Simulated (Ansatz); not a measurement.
# Cr (fcc)

The computed numbers are results of PBE, scalar-relativistic (collinear spin) in the plane-wave PAW code Ansatz at 420 eV, 20×20×20 k-mesh, Gaussian smearing of 0.05 eV; PAW files: Ansatz's generated set soft_2.

```
CELL_PARAMETERS angstrom
0.00000 1.81064 1.81064
1.81064 0.00000 1.81064
1.81064 1.81064 0.00000
ATOMIC_POSITIONS crystal
Cr 0.00000 0.00000 0.00000
```

At room temperature and ambient pressure Cr is bcc.

Magnetic state: non-magnetic, site spin moments none.

Question: Which orbitals carry the states at the Fermi level, and how many states are there?

Answer: Within 0.1 eV of it: Cr 3d 96 % (shares among the projected shells). The density of states at the Fermi level is about 2 states/eV per cell, averaged over 0.3 eV.

Density of states (tetrahedra, averaged over 0.5 eV; states/eV per cell of 1 atom; energy in eV from the Fermi level):

```tsv
E (eV)	DOS
-7.60	0.01
-7.10	0.04
-6.60	0.07
-6.10	0.09
-5.60	0.12
-5.10	0.16
-4.60	0.21
-4.10	0.50
-3.60	0.98
-3.10	1.25
-2.60	1.36
-2.10	1.25
-1.60	1.16
-1.10	1.53
-0.60	1.80
-0.10	1.94
0.40	1.26
0.90	1.59
1.40	1.45
1.90	1.44
2.40	2.31
2.90	0.83
3.40	0.34
3.90	0.33
4.40	0.31
4.90	0.29
5.40	0.27
5.90	0.25
```
